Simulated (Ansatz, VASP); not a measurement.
Re: VASP beside Ansatz

```
Re
1.0
     0.00000    1.95772    1.95772
     1.95772    0.00000    1.95772
     1.95772    1.95772    0.00000
Re
1
Direct
  0.00000 0.00000 0.00000
```

Alike in both runs: functional PBE; k mesh 18 × 18 × 18; occupations gaussian, width 0.1 eV; no spin polarisation.

Ansatz relaxed the structure, and its values are those at the end. VASP's run is a single point on that final structure, the one shown.

|  | VASP | Ansatz |
| --- | --- | --- |
| version | VASP 6.6.1 | Ansatz 0.2.0 |
| potentials or method | VASP PAW PBE potentials, release 64 (Re) | scalar-relativistic, plane waves, PAW |
| plane-wave cutoff (eV) | 520 | 420 |
| valence electrons in the cell | 7 | 15 |

```tsv
	VASP	Ansatz	Ansatz less VASP
gap on the k mesh at the Fermi level (eV)	none	none	-
pressure (GPa)	-0.6	0.0	+0.64
```

A gap of «none» marks a metal or a gap that the smearing closes. The two sets of potentials don't hold the same shells in valence.

Spin-orbit coupling is left out, which matters for the levels of Re.
